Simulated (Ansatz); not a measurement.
Runs of Ansatz 0.2.0 on Si. It takes space group P6/mmm (No. 191, hexagonal). Conventional cell: a = 4.121 Å, b = 4.121 Å, c = 2.655 Å, α = 90.00°, β = 90.00°, γ = 120.00°. Si (site symmetry -6m2) has 5 Si at 2.38 to 2.65 Å as nearest neighbours. The cell was built by a generator and needn't be a form met in nature.

```tsv
task	level	cell	k mesh	cutoff (eV)	points for each segment of the path	mesh quality	gap on the mesh (eV)	pressure (GPa)	relaxed volume (Å³/atom)
relaxation of cell and atoms	PBE0	relaxed	4 × 4 × 5	420	-	coarse	none	-	18.85
band structure	r2SCAN	as given	8 × 8 × 10	500	14	not flagged	none	(a)	-
single point	PBE0	as given	4 × 4 × 5	420	-	coarse	none	-	-
relaxation of cell and atoms	PBEsol0	relaxed	4 × 4 × 5	420	-	coarse	-	-	18.61
relaxation of cell and atoms	PBEsol+D3(BJ)	relaxed	8 × 8 × 10	420	-	not flagged	none	0.0	(c)
band structure	PBEsol	as given	8 × 8 × 10	420	14	not flagged	none	-1.9	-
band structure	HSEsol	as given	4 × 4 × 5	420	4	coarse	none	-	-
single point	B3LYP	as given	4 × 4 × 5	420	-	coarse	none	-	-
band structure	BLYP	as given	8 × 8 × 10	420	14	not flagged	none	(b)	-
relaxation of cell and atoms	LDA	relaxed	8 × 8 × 10	420	-	not flagged	none	0.0	18.79
relaxation of cell and atoms	PBEsol	relaxed	8 × 8 × 10	420	-	not flagged	none	0.0	19.09
```

Alike in all rows: potentials or basis Ansatz PAW; no spin polarisation; smearing fermi-dirac 0.05 eV.

Question: Fill in the values left out.

Answer: (a) -1.1; (b) 4.1; (c) 18.57.

Caveats: some runs use coarse meshes; the PAW data sets come from PBE, with cores solved anew for the run's functional, which leaves a small shift of forces and pressure; the plane-wave basis is chosen anew once the cell has moved, so the energies of steps on either side of that aren't comparable (some runs); the potentials were made for another functional, which shifts forces and pressure (some runs); pairwise dispersion overbinds metals, which lowers pressure and volume (some runs).

A k mesh can miss the band edges.

A gap of «none» marks a metal or a gap under the smearing width.

Not every run made on this cell is shown here.
